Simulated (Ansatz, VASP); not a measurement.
# GaP in VASP and in Ansatz

INCAR

```
SYSTEM = GaP
  PREC = Accurate
  ENCUT = 520
  EDIFF = 1E-8
  ISMEAR = -1
  SIGMA = 0.08
  LREAL = .FALSE.
  LASPH = .TRUE.
  NELM = 60
  ALGO = Normal
  ISIF = 2
  LWAVE = .FALSE.
  LCHARG = .FALSE.
  GGA = PS
  LEFG = .TRUE.
  NBANDS = 16
```

KPOINTS

```
Automatic mesh
0
G
  12 12 12
  0 0 0
```

POSCAR

```
GaP
1.0
    0.0000000000      2.7252500000      2.7252500000
    2.7252500000      0.0000000000      2.7252500000
    2.7252500000      2.7252500000      0.0000000000
Ga P
1 1
Direct
    0.0000000000      0.0000000000      0.0000000000
    0.7500000000      0.7500000000      0.7500000000
```

Input for Ansatz:

```yaml
crystal:
  lattice:
    - [0.0, 2.72525, 2.72525]
    - [2.72525, 0.0, 2.72525]
    - [2.72525, 2.72525, 0.0]
  atoms:
    - { symbol: Ga, position: [0.0, 0.0, 0.0] }
    - { symbol: P, position: [0.75, 0.75, 0.75] }
kpoints:
  mp_grid: { grid: [12, 12, 12] }
  band_path:
    path:
      - [0.0, 0.0, 0.0]
      - [-0.5, -0.5, 0.0]
      - [-0.375, -0.375, 0.25]
      - [-0.375, 0.0, 0.375]
      - [0.0, 0.0, 0.0]
      - [0.0, 0.0, 0.5]
      - [-0.5, -0.25, 0.25]
      - [-0.5, -0.5, 0.0]
    npoints: 14
scf:
  occupations: { method: fermi_dirac, width: 0.08 }
hamiltonian:
  xc: pbesol
  pseudopotentials: { kind: paw }
output:
  forces: true
  stress: true
  eigenvalues: true
  efg: { contact_densities: true }
  populations: true
  bader: true
  dos: { projected: true, de: 0.2, e_range: [-14, 8] }
  write_density: true
  write_potential: true
  elf: true
  volumetric_format: npy
```

Alike in both runs: task electric field gradients; functional PBEsol; k mesh 12 × 12 × 12; occupations fermi-dirac, width 0.08 eV; no spin polarisation.

```csv
,VASP,Ansatz
version,VASP 6.6.1,Ansatz 0.2.0
potentials or method,"VASP PAW PBE potentials, release 64 (Ga_d, P)","PAW with Ansatz's default frozen-core files, scalar-relativistic"
plane-wave cutoff (eV),520,420
valence electrons in the cell,18,18
```

|  | VASP | Ansatz | Ansatz less VASP |
| --- | --- | --- | --- |
| pressure (GPa) | -0.6 | -0.6 | +0.05 |
| Vzz of the field gradient on the site that differs most (V/Å²) | 0.0 | 0.0 | 0.00 |

Caveats: the PAW data sets were made with another functional, which shifts forces and pressure a little (VASP). A k mesh can miss the band edges.
